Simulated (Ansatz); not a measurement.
# Si2W: the cost of one run

Method: DFT r2SCAN, scalar-relativistic, plane waves, PAW, in Ansatz 0.2.0.

2 further runs of the same task are left out: 1 that didn't finish, 1 set aside as unsound or not needed.

## (1) The starting structure

Symmetry: I4/mmm, No. 139, tetragonal system. The conventional cell has a = 3.211 Å, b = 3.211 Å, c = 7.805 Å, α = 90.00°, β = 90.00°, γ = 90.00°. Si (site symmetry 4mm) is surrounded by 5 Si at 2.58 to 2.63 Å and 5 W at 2.61 Å. W (site symmetry 4/mmm) is surrounded by 10 Si at 2.61 Å.

Structure file:

```cif
data_structure
_symmetry_space_group_name_H-M 'I4/mmm'
_symmetry_Int_Tables_number 139
_cell_length_a 3.2113
_cell_length_b 3.2113
_cell_length_c 7.8046
_cell_angle_alpha 90.000
_cell_angle_beta 90.000
_cell_angle_gamma 90.000
_cell_volume 80.48
loop_
_atom_site_label
_atom_site_type_symbol
_atom_site_symmetry_multiplicity
_atom_site_Wyckoff_symbol
_atom_site_fract_x
_atom_site_fract_y
_atom_site_fract_z
_atom_site_occupancy
Si1 Si 4 e 0.00000 0.00000 0.33482 1
W1 W 2 a 0.00000 0.00000 0.00000 1
```

It is the result of an earlier relaxation at this level (volume 13.41 Å³/atom; gap on the mesh: none (metal)).

## (2) Bulk reference on the slab's mesh

The input, input.yaml:

```yaml
crystal:
  lattice:
    - [4.5148876166, 0.0, 0.0]
    - [1.0887547005, 6.3105966565, 0.0]
    - [-1.1420443054, 2.6482458143, 1.4124207218]
  atoms:
    - { symbol: Si, position: [0.6651751051, 0.6651751051, 0.3348248949] }
    - { symbol: Si, position: [0.3348248949, 0.3348248949, 0.6651751051] }
    - { symbol: W, position: [0.0, 0.0, 0.0] }
basis:
  ecutwfc: 500
kpoints:
  mp_grid: { grid: [8, 6, 24] }
hamiltonian:
  xc: r2scan
scf:
  occupations: { method: gaussian, width: 0.1 }
output:
  forces: true
  stress: true
  eigenvalues: true
  write_density: true
  write_potential: true
  elf: true
  volumetric_format: npy
```

The run is started by

```console
$ ansatz run input.yaml --threads 4 --pin off --max-ram 10240MiB --backend cpu --events-out ev --progress --plain --runs-dir out
```

**Question.** How long does this run take on 4 threads of AMD EPYC 7R43 (Zen 3), shared host, and how much memory does it need?

About 12 s, with a peak of 0.9 GiB.
